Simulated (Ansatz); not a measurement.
Run on SnTe (begun as wurtzite type, now distorted wurtzite): DFT, PBE, all-electron LAPW, scalar-relativistic (Ansatz 0.2.0). This run: single point at the cell that PAW relaxed from the wurtzite type at 0.015 GPa.

The cell comes from a relaxation on PAW files under the same functional, begun from a prototype that needn't be the stable phase.

Command: `ansatz run input.yaml --threads 1 --pin off --max-ram 3584MiB --backend cpu --events-out ev --progress --plain --runs-dir out` It took 44 s on 1 thread of Intel(R) Xeon(R) 6975P-C (Granite Rapids) (shared host), peak memory 0.56 GiB.

```yaml
crystal:
  lattice:
    - [5.434245927, 0.0, 0.0]
    - [-2.7171229635, 4.7061950232, 0.0]
    - [0.0, 0.0, 6.5262090114]
  atoms:
    - { symbol: Sn, position: [0.3333333333, 0.6666666667, -0.0462582428] }
    - { symbol: Sn, position: [0.6666666667, 0.3333333333, 0.4537417572] }
    - { symbol: Te, position: [0.3333333333, 0.6666666667, 0.4222582428] }
    - { symbol: Te, position: [0.6666666667, 0.3333333333, 0.9222582428] }
kpoints:
  mp_grid: { grid: [8, 8, 5] }
scf:
  occupations: { method: fermi_dirac, width: 0.05 }
hamiltonian:
  xc: pbe
  pseudopotentials: { kind: all_electron, lapw: { basis_error: 0.0005 } }
output:
  forces: true
  stress: true
  eigenvalues: true
  populations: true
```

Output:

```
Sn: projections on atomic orbitals take those of the free atom 1s2 2s2 2p6 3s2 3p6 3d10 4s2 4p6 4d10 5s2 5p2, of charge +0.00 (hamiltonian.pseudopotentials.projection_atoms)
Te: projections on atomic orbitals take those of the free atom 1s2 2s2 2p6 3s2 3p6 3d10 4s2 4p6 4d10 5s2 5p4, of charge +0.00 (hamiltonian.pseudopotentials.projection_atoms)
LAPW: plane waves up to 7.558 Å⁻¹, error target 5.0e-4 eV per atom; small_component_spin mean_spin; Sn in spheres of 1.542 Å, 22 of its electrons in bands, Dirac shells []; Te in spheres of 1.516 Å, 24 of its electrons in bands, Dirac shells [] (how accurate: hamiltonian.pseudopotentials.lapw.basis_error, Limitations)
Engine: ansatz 0.2.0
Pseudopotentials: kind: all_electron
Pseudopotential: Sn, LAPW, valence charge 22, lapw/all_electron/scalar/gaussian/Sn, Koelling and Harmon's equation, gaussian nucleus
Pseudopotential: Te, LAPW, valence charge 24, lapw/all_electron/scalar/gaussian/Te, Koelling and Harmon's equation, gaussian nucleus
Functional definition: PBE
  parameter kappa = 0.804
  parameter beta = 0.06672455060314922
  exchange = pbe_x(kappa = kappa, mu = beta*pi^2/3)
  correlation = pbe_c(beta = beta)
Crystal: 4 atoms, lattice volume = 166.905 Å³
Basis set: ecut = 217.62160191987698 eV, 1239 PW (Γ), exchange–correlation at level 2
Bands: 56, of which v1, the nominal top of the filled ones, is band 46 counted from 1 (45 counted from 0)
Symmetry: 12 space group operations
Space group: P63mc (ITA 186), of the structure as read, at distance tolerance 5.5e-5 Å
k-points: 30 of 320 (time reversal used)
Non-local potential: Sn, projectors of the file, none
Non-local potential: Te, projectors of the file, none
Initial density: superposition of atomic densities (chi_scale 0.1, normalization cell, long waves kept (reshape's long-wave potential 0.00 eV rms))
Initial wavefunctions: plane waves of lowest kinetic energy (no species holds an atomic orbital)
Functional: x = pbe(κ = 0.804, μ = 0.2195149727645171), c = pbe(β = 0.06672455060314922)
iter 1 solved again at ethr=9.20e-4 eV; its pass at ethr=1.00e-1 eV (dr2=8.46e-1 eV) is discarded
SCF iter   1: F=—  HF=-705948.498870 eV  |F-HF|=—  |Δ(HF+E_count)|=         —  Δρ=1.39e-2  dr2=8.48e-1  ethr=9.20e-4  ⟨swp⟩=2.1  Hψ=10707  notcnv=0
preconditioner: auto → Resta (q_TF=auto, 2.470 Å⁻¹)  ε∞=3.1  [insulator: Δε(μ)=1.087 eV  Ē_g=8.866 eV  σ=0.050 eV  W_gap=1.00  n_scr=40 (ndim 8)  ℏωp=12.9 eV  f_vac=0.214  D(μ)=0.00/eV (n_scr^D=0)  ε∞_Penn≈3.1]
SCF iter   2: F=—  HF=-705948.295486 eV  |F-HF|=—  |Δ(HF+E_count)|=   2.03e-1  Δρ=6.51e-3  dr2=1.57e-1  ethr=9.20e-4  ⟨swp⟩=2.0  Hψ=5280  notcnv=0
SCF iter   3: F=—  HF=-705948.285094 eV  |F-HF|=—  |Δ(HF+E_count)|=   1.04e-2  Δρ=3.05e-3  dr2=3.77e-2  ethr=1.70e-4  ⟨swp⟩=2.0  Hψ=4984  notcnv=0
iter 4 solved again at ethr=2.56e-6 eV; its pass at ethr=4.10e-5 eV (dr2=2.35e-3 eV) is discarded
SCF iter   4: F=—  HF=-705948.289234 eV  |F-HF|=—  |Δ(HF+E_count)|=         —  Δρ=7.24e-4  dr2=2.35e-3  ethr=2.56e-6  ⟨swp⟩=2.0  Hψ=8669  notcnv=0
the basis was enlarged: its passes take 150.8 KiB over the memory plan, 1 of 1 planned eigensolver slots
SCF iter   5: F=—  HF=-705948.288541 eV  |F-HF|=—  |Δ(HF+E_count)|=   6.92e-4  Δρ=2.82e-4  dr2=3.87e-4  ethr=2.55e-6  ⟨swp⟩=2.9  Hψ=5045  notcnv=0
SCF iter   6: F=—  HF=-705948.289242 eV  |F-HF|=—  |Δ(HF+E_count)|=   7.00e-4  Δρ=9.38e-5  dr2=4.20e-5  ethr=4.21e-7  ⟨swp⟩=3.0  Hψ=5321  notcnv=0
SCF iter   7: F=—  HF=-705948.289330 eV  |F-HF|=—  |Δ(HF+E_count)|=   8.86e-5  Δρ=3.81e-5  dr2=4.99e-6  ethr=4.56e-8  ⟨swp⟩=3.0  Hψ=5263  notcnv=0
SCF iter   8: F=—  HF=-705948.289351 eV  |F-HF|=—  |Δ(HF+E_count)|=   2.07e-5  Δρ=1.29e-5  dr2=4.01e-7  ethr=5.43e-9  ⟨swp⟩=3.1  Hψ=5289  notcnv=0
SCF iter   9: F=-705948.289354 eV  HF=-705948.289354 eV  |F-HF|=2.40e-7  |Δ(HF+E_count)|=   3.34e-6  Δρ=3.97e-6  dr2=3.16e-8  ethr=4.36e-10  ⟨swp⟩=3.3  Hψ=5301  notcnv=0
SCF 1 converged in 9 iterations: F = -705948.289354 eV  dr2 = 3.16e-8
SCF converged after 9 iterations
Free energy (F): -705948.289354 eV
Harris-Foulkes:  -705948.289354 eV  (|F-HF|=2.40e-7)
Internal energy: -705948.289326 eV  (E = F + TS)
E sigma→0 (E₀):  -705948.289340 eV
Entropy (-TS):   -0.000029 eV (-0.007 meV/atom)
Fermi energy:    8.107245 eV
--- Per-component energies (eV) ---
  E_band       = -4038.653853
  E_kinetic    = 744078.254223
  E_xc         = -18575.115921
  E_electrostatic = -1431451.427627  (all electrons and nuclei)
  E_smearing   = -0.000029  (= −TS)
  E_closure    = 0.000000  (closes the sum)
  E_atoms      = -705933.692267  (free atoms, spherical and without spin; not in F)
  Σ components = -705948.289354   (vs F -705948.289354, Δ=0.00e0)
  Basis errors (estimates in eV, not in F): energy 2.1e-4 per atom: plane waves 2.0e-4 (1.1e-4 summed), levels above the bands 1.6e-59, relativity 1.8e-8, radial functions 1.6e-5, core shells 2.1e-9; eigenvalues (radial functions only) 3.4e-7; not estimated: angular momenta, meshes, grids; target (lapw.basis_error) 5.0e-4; muffin-tin radii Sn 1.542 Å, Te 1.516 Å
--- Forces (eV/Å), atoms counted from 1 ---
  atom   1  Sn     0.00000000     0.00000000     0.00057334
  atom   2  Sn    -0.00000000    -0.00000000     0.00057334
  atom   3  Te     0.00000000     0.00000000    -0.00057189
  atom   4  Te     0.00000000    -0.00000000    -0.00057189
  max |Σ_I F_I| component: 2.90e-6 eV/Å
--- Stress (GPa, compression-positive) ---
        0.031990       0.000000      -0.000000
        0.000000       0.031990      -0.000000
       -0.000000      -0.000000       0.014699
  P = ⅓ Tr σ = 0.0262 GPa (0.262 kbar)
--- Band table (eV; the first three rows and the last of 30) ---
  k-point 0: bands = ["-151.4457", "-151.4457", "-121.8667", "-121.8667", "-101.4834", "-101.4834", "-101.4834", "-101.4834", "-101.4830", "-101.4830", "-77.6556", "-77.6556", "-77.6556", "-77.6556", "-77.6407", "-77.6407", "-28.8138", "-28.8136", "-28.8114", "-28.8114", "-28.8114", "-28.8114", "-28.8105", "-28.8105", "-28.8098", "-28.8098", "-13.8733", "-13.8733", "-13.8731", "-13.8731", "-13.8682", "-13.8592", "-13.8592", "-13.8577", "-13.8528", "-13.8528", "-3.9863", "-2.7853", "1.4217", "2.9338", "3.5205", "4.6429", "4.6429", "5.9701", "5.9701", "5.9796", "8.5656", "8.5656", "10.1813", "10.1813", "11.3377", "11.9796", "12.6818", "12.6818", "13.6310", "14.7010"]
  k-point 1: bands = ["-151.4457", "-151.4457", "-121.8667", "-121.8667", "-101.4834", "-101.4834", "-101.4834", "-101.4834", "-101.4830", "-101.4830", "-77.6556", "-77.6556", "-77.6556", "-77.6556", "-77.6407", "-77.6407", "-28.8137", "-28.8136", "-28.8114", "-28.8114", "-28.8114", "-28.8114", "-28.8104", "-28.8104", "-28.8099", "-28.8099", "-13.8734", "-13.8734", "-13.8733", "-13.8733", "-13.8671", "-13.8587", "-13.8585", "-13.8585", "-13.8533", "-13.8533", "-3.8939", "-2.9276", "1.3618", "2.5426", "4.1296", "4.7472", "4.7472", "5.8166", "5.8166", "6.5934", "8.6293", "8.6293", "9.9074", "9.9074", "10.1088", "12.1257", "12.5709", "13.1494", "13.1494", "14.2170"]
  k-point 2: bands = ["-151.4457", "-151.4457", "-121.8667", "-121.8667", "-101.4834", "-101.4834", "-101.4834", "-101.4834", "-101.4830", "-101.4830", "-77.6556", "-77.6556", "-77.6556", "-77.6556", "-77.6407", "-77.6407", "-28.8137", "-28.8136", "-28.8115", "-28.8115", "-28.8115", "-28.8115", "-28.8102", "-28.8102", "-28.8100", "-28.8100", "-13.8736", "-13.8736", "-13.8736", "-13.8736", "-13.8644", "-13.8612", "-13.8567", "-13.8567", "-13.8547", "-13.8547", "-3.6335", "-3.2679", "1.4736", "1.9071", "5.0389", "5.0389", "5.4442", "5.4442", "5.5349", "7.0208", "8.8893", "8.8893", "9.1617", "9.3632", "9.3632", "10.6779", "12.5422", "13.2422", "14.3789", "14.3789"]
  k-point 29: bands = ["-151.4457", "-151.4457", "-121.8667", "-121.8667", "-101.4834", "-101.4834", "-101.4834", "-101.4834", "-101.4830", "-101.4830", "-77.6556", "-77.6556", "-77.6556", "-77.6556", "-77.6407", "-77.6407", "-28.8136", "-28.8136", "-28.8115", "-28.8114", "-28.8114", "-28.8114", "-28.8103", "-28.8102", "-28.8102", "-28.8100", "-13.8744", "-13.8741", "-13.8720", "-13.8714", "-13.8619", "-13.8617", "-13.8574", "-13.8558", "-13.8555", "-13.8548", "-3.1329", "-3.0680", "0.3412", "0.4112", "4.0879", "4.5633", "5.9693", "6.2216", "7.4456", "7.6759", "8.9608", "9.0165", "9.2225", "9.6468", "11.4902", "11.8128", "12.7205", "12.7903", "13.6994", "15.0981"]
--- Löwdin populations: 4 sites ---
  site symbol       q [e]
     0     Sn     49.8340
     1     Sn     49.8340
     2     Te     52.1110
     3     Te     52.1110
  spilling = 0.000538 (of n_electrons = 204.000000)
```

populations.tsv:

```
# site	symbol	l	j	q
# orbitals = lowdin
# n_electrons = 204.000000
# spilling = 0.000538
# projection_atom_Sn: 1s2 2s2 2p6 3s2 3p6 3d10 4s2 4p6 4d10 5s2 5p2
# projection_atom_Te: 1s2 2s2 2p6 3s2 3p6 3d10 4s2 4p6 4d10 5s2 5p4
0	Sn	0_1S	-	2.000000
0	Sn	0_2S	-	1.999995
0	Sn	0_3S	-	1.999922
0	Sn	0_4S	-	1.998872
0	Sn	0_5S	-	1.904899
0	Sn	1_2P	-	6.000000
0	Sn	1_3P	-	5.999992
0	Sn	1_4P	-	5.998966
0	Sn	1_5P	-	1.932957
0	Sn	2_3D	-	10.000000
0	Sn	2_4D	-	9.998426
1	Sn	0_1S	-	2.000000
1	Sn	0_2S	-	1.999995
1	Sn	0_3S	-	1.999922
1	Sn	0_4S	-	1.998872
1	Sn	0_5S	-	1.904899
1	Sn	1_2P	-	6.000000
1	Sn	1_3P	-	5.999992
1	Sn	1_4P	-	5.998966
1	Sn	1_5P	-	1.932957
1	Sn	2_3D	-	10.000000
1	Sn	2_4D	-	9.998426
2	Te	0_1S	-	1.999999
2	Te	0_2S	-	1.999974
2	Te	0_3S	-	1.999616
2	Te	0_4S	-	1.995098
2	Te	0_5S	-	1.824135
2	Te	1_2P	-	6.000000
2	Te	1_3P	-	5.999982
2	Te	1_4P	-	5.998245
2	Te	1_5P	-	4.295406
2	Te	2_3D	-	10.000000
2	Te	2_4D	-	9.998593
3	Te	0_1S	-	1.999999
3	Te	0_2S	-	1.999974
3	Te	0_3S	-	1.999616
3	Te	0_4S	-	1.995098
3	Te	0_5S	-	1.824135
3	Te	1_2P	-	6.000000
3	Te	1_3P	-	5.999982
3	Te	1_4P	-	5.998245
3	Te	1_5P	-	4.295406
3	Te	2_3D	-	10.000000
3	Te	2_4D	-	9.998593
```

Next run (single point at the cell that PAW relaxed from the NiAs type at 0.015 GPa), as changes to the input before:

```diff
   lattice:
-    - [5.434245927, 0.0, 0.0]
-    - [-2.7171229635, 4.7061950232, 0.0]
-    - [0.0, 0.0, 6.5262090114]
+    - [4.4364687529, 0.0, 0.0]
+    - [-2.2182343765, 3.8420946431, 0.0]
+    - [0.0, 0.0, 7.8564010131]
   atoms:
-    - { symbol: Sn, position: [0.3333333333, 0.6666666667, -0.0462582428] }
-    - { symbol: Sn, position: [0.6666666667, 0.3333333333, 0.4537417572] }
-    - { symbol: Te, position: [0.3333333333, 0.6666666667, 0.4222582428] }
-    - { symbol: Te, position: [0.6666666667, 0.3333333333, 0.9222582428] }
+    - { symbol: Sn, position: [0.0, 0.0, 0.0] }
+    - { symbol: Sn, position: [0.0, 0.0, 0.5] }
+    - { symbol: Te, position: [0.3333333333, 0.6666666667, 0.25] }
+    - { symbol: Te, position: [0.6666666667, 0.3333333333, 0.75] }
 kpoints:
-  mp_grid: { grid: [8, 8, 5] }
+  mp_grid: { grid: [9, 9, 5] }
 scf:
```

Command: `ansatz run input.yaml --threads 1 --pin off --max-ram 3584MiB --backend cpu --events-out ev --progress --plain --runs-dir out` It took 21 s on 1 thread of Intel(R) Xeon(R) 6975P-C (Granite Rapids) (shared host), peak memory 0.59 GiB.

Results part of the output:

```
SCF 1 converged in 7 iterations: F = -705948.554723 eV  dr2 = 1.95e-8
SCF converged after 7 iterations
Free energy (F): -705948.554723 eV
Harris-Foulkes:  -705948.554723 eV  (|F-HF|=1.05e-8)
Internal energy: -705948.547960 eV  (E = F + TS)
E sigma→0 (E₀):  -705948.551341 eV
Entropy (-TS):   -0.006763 eV (-1.691 meV/atom)
Fermi energy:    10.967974 eV
--- Per-component energies (eV) ---
  E_band       = -3776.918171
  E_kinetic    = 744077.995984
  E_xc         = -18575.976899
  E_electrostatic = -1431450.567044  (all electrons and nuclei)
  E_smearing   = -0.006763  (= −TS)
  E_closure    = 0.000000  (closes the sum)
  E_atoms      = -705933.692267  (free atoms, spherical and without spin; not in F)
  Σ components = -705948.554723   (vs F -705948.554723, Δ=0.00e0)
[... lines left out ...]
--- Stress (GPa, compression-positive) ---
        0.010285      -0.000000       0.000000
       -0.000000       0.010285       0.000000
        0.000000       0.000000       0.039568
  P = ⅓ Tr σ = 0.0200 GPa (0.200 kbar)
--- Band table (eV; the first three rows and the last of 36) ---
  k-point 0: bands = ["-148.6172", "-148.6172", "-118.9856", "-118.9856", "-98.6661", "-98.6661", "-98.6490", "-98.6490", "-98.6490", "-98.6490", "-74.7722", "-74.7722", "-74.7722", "-74.7722", "-74.7671", "-74.7670", "-25.9904", "-25.9901", "-25.9873", "-25.9873", "-25.9869", "-25.9869", "-25.9716", "-25.9716", "-25.9716", "-25.9716", "-10.9994", "-10.9922", "-10.9922", "-10.9882", "-10.9882", "-10.9844", "-10.9844", "-10.9756", "-10.9756", "-10.9678", "-1.4420", "-0.4389", "2.7591", "5.7489", "8.5324", "9.0788", "9.0788", "9.5192", "9.5192", "10.8829", "11.5953", "12.5606", "12.5606", "13.0292", "13.0292", "14.7203", "15.0532", "16.4292", "16.4292", "16.8679"]
  k-point 1: bands = ["-148.6172", "-148.6172", "-118.9856", "-118.9856", "-98.6661", "-98.6661", "-98.6490", "-98.6490", "-98.6490", "-98.6490", "-74.7722", "-74.7722", "-74.7722", "-74.7722", "-74.7671", "-74.7670", "-25.9903", "-25.9901", "-25.9873", "-25.9873", "-25.9870", "-25.9870", "-25.9716", "-25.9716", "-25.9716", "-25.9716", "-10.9963", "-10.9917", "-10.9917", "-10.9885", "-10.9885", "-10.9837", "-10.9837", "-10.9766", "-10.9766", "-10.9708", "-1.3730", "-0.5798", "3.0315", "5.3747", "8.7963", "9.1202", "9.1202", "9.4775", "9.4775", "10.4933", "12.0256", "12.5626", "12.5626", "12.9390", "12.9390", "14.2296", "15.5241", "16.7091", "16.7091", "17.0452"]
  k-point 2: bands = ["-148.6172", "-148.6172", "-118.9856", "-118.9856", "-98.6661", "-98.6661", "-98.6490", "-98.6490", "-98.6490", "-98.6490", "-74.7722", "-74.7722", "-74.7722", "-74.7722", "-74.7670", "-74.7670", "-25.9903", "-25.9902", "-25.9872", "-25.9872", "-25.9871", "-25.9871", "-25.9716", "-25.9716", "-25.9716", "-25.9716", "-10.9905", "-10.9905", "-10.9893", "-10.9893", "-10.9885", "-10.9817", "-10.9817", "-10.9789", "-10.9789", "-10.9787", "-1.1748", "-0.8815", "3.7113", "4.5700", "9.2298", "9.2298", "9.3314", "9.3670", "9.3670", "9.9132", "12.6131", "12.6131", "12.7225", "12.7555", "12.7555", "13.4798", "16.4893", "17.4699", "17.4699", "17.5160"]
  k-point 35: bands = ["-148.6172", "-148.6172", "-118.9856", "-118.9856", "-98.6661", "-98.6661", "-98.6490", "-98.6490", "-98.6490", "-98.6490", "-74.7722", "-74.7722", "-74.7722", "-74.7722", "-74.7670", "-74.7670", "-25.9897", "-25.9897", "-25.9875", "-25.9873", "-25.9873", "-25.9873", "-25.9711", "-25.9711", "-25.9710", "-25.9710", "-10.9914", "-10.9914", "-10.9874", "-10.9874", "-10.9836", "-10.9821", "-10.9821", "-10.9804", "-10.9804", "-10.9736", "-0.0404", "-0.0404", "3.2424", "3.6764", "6.4398", "6.4398", "8.0612", "8.7425", "8.7425", "9.3420", "11.0188", "11.0188", "13.9029", "14.2717", "15.7248", "15.7248", "16.9044", "16.9044", "17.6546", "17.6546"]
--- Löwdin populations: 4 sites ---
  site symbol       q [e]
     0     Sn     49.8469
     1     Sn     49.8469
     2     Te     52.0945
     3     Te     52.0945
  spilling = 0.000574 (of n_electrons = 204.000000)
```

Spin–orbit coupling is left out, which matters for the heavy atoms.
